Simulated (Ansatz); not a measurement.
Input of an Ansatz 0.2.0 run:

Contents of input.yaml:

```yaml
crystal:
  lattice:
    - [2.94277066, 0.0, 0.0]
    - [0.0, 3.28032554, 0.0]
    - [0.0, 0.0, 4.67744676]
  atoms:
    - { symbol: Ni, position: [0.5, 0.5, 0.34249559], spin: 1.0 }
    - { symbol: Ni, position: [0.0, 0.0, 0.65750441], spin: 1.0 }
    - { symbol: Si, position: [0.5, 0.5, 0.84314316] }
    - { symbol: Si, position: [0.0, 0.0, 0.15685684] }
hamiltonian:
  xc: r2scan
  pseudopotentials: { kind: paw }
  hubbard: { sites: [{ species: Ni, l: d, u_eff: 8.0 }] }
magnetization:
  spin_polarized: true
kpoints:
  mp_grid: { grid: [9, 8, 6] }
  band_path:
    path:
      - [[0.0, 0.0, 0.0], [0.5, 0.0, 0.0], [0.5, 0.5, 0.0], [0.0, 0.5, 0.0], [0.0, 0.0, 0.0], [0.0, 0.0, 0.5], [0.5, 0.0, 0.5], [0.5, 0.5, 0.5], [0.0, 0.5, 0.5], [0.0, 0.0, 0.5]]
      - [[0.0, 0.5, 0.0], [0.0, 0.5, 0.5]]
      - [[0.5, 0.0, 0.5], [0.5, 0.0, 0.0]]
      - [[0.5, 0.5, 0.0], [0.5, 0.5, 0.5]]
    npoints: 14
scf:
  occupations: { method: fermi_dirac, width: 0.05 }
  n_extra_bands: 10
output:
  forces: true
  stress: true
  eigenvalues: true
  fatbands: false
```

Potentials or basis: Ansatz PAW.

Launch:

```sh
$ ansatz run input.yaml --threads 2 --pin off --max-ram 5632MiB --backend cpu --events-out ev --progress --plain --runs-dir out
```

Task: What does it give for the largest force?

Result: 0.095 eV/Å.

Task: Estimate the absolute moment.

Result: 0.00 μB per cell.

Task: Estimate the net moment.

Result: 0.00 μB per cell.

Task: Estimate the pressure.

Result: -0.5 GPa.

Eigenvalues of the final occupation matrices:
```tsv
site	spin	trace	eigenvalues
site 1	1	4.56	0.86 0.90 0.91 0.92 0.97
site 1	2	4.56	0.86 0.90 0.91 0.92 0.97
site 2	1	4.56	0.86 0.90 0.91 0.92 0.97
site 2	2	4.56	0.86 0.90 0.91 0.92 0.97
```

Caveat: the magnetic or orbital state may not be the lowest; the PAW data sets come from PBE, with cores solved anew for the run's functional, which leaves a small shift of forces and pressure; the U is typed as a test and isn't derived for this compound; the starting moments weren't kept. The state reached can hang on the start; a lower one may exist.
